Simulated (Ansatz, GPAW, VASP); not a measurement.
Al: 3 runs at one level of theory

```
CELL_PARAMETERS angstrom
0.00000 2.02481 2.02481
2.02481 0.00000 2.02481
2.02481 2.02481 0.00000
ATOMIC_POSITIONS crystal
Al 0.00000 0.00000 0.00000
```

Alike in all runs: task single point; functional PBE; k mesh 11 × 11 × 11; occupations gaussian, width 0.027 eV; no spin polarisation; no spin-orbit coupling. Pressure is positive in compression and, in plane waves, holds the error of the finite cutoff.

| program and potentials | plane-wave cutoff (eV) | notes | pressure (GPa) |
| --- | --- | --- | --- |
| GPAW, GPAW PAW data sets (gpaw-data 1.2.1) | 600 | - | -0.36 |
| VASP, PBE PAW files Al, 520 eV | 520 | - | -0.51 |
| Ansatz, all-electron LAPW, scalar-relativistic | - | - | -0.48 |

The pressure spans -0.51 (VASP, PBE PAW files Al, 520 eV) to -0.36 GPa (GPAW, GPAW PAW data sets (gpaw-data 1.2.1)), with all-electron results at -0.48.

Differences between rows come from potentials, basis sets and numerical settings, since the functional is the same but for its coding. Runs on potential files found faulty are left out.

All three calculations give a small negative pressure, so the fcc cell is slightly stretched relative to the PBE equilibrium volume and would contract on relaxation. The VASP value of -0.51 GPa lies close to the all-electron -0.48 GPa, while GPAW at -0.36 GPa shows somewhat weaker tension; the offset may come from the construction of the data sets as much as from the basis.

Aluminium is a nearly-free-electron metal whose 3s and 3p electrons form broad bands. Its equilibrium volume is set by the balance between the kinetic pressure of the electron gas, which favours expansion, and the electrostatic and exchange-correlation terms, which favour contraction. At this volume the cohesive terms slightly outweigh the kinetic one. Given the metal's known stiffness, the residual stress implies only a very small contraction, and the spread between the programs an even smaller difference in lattice parameter. The agreement in sign supports the direction of relaxation, but a single volume doesn't test whether the codes agree on the bulk modulus.
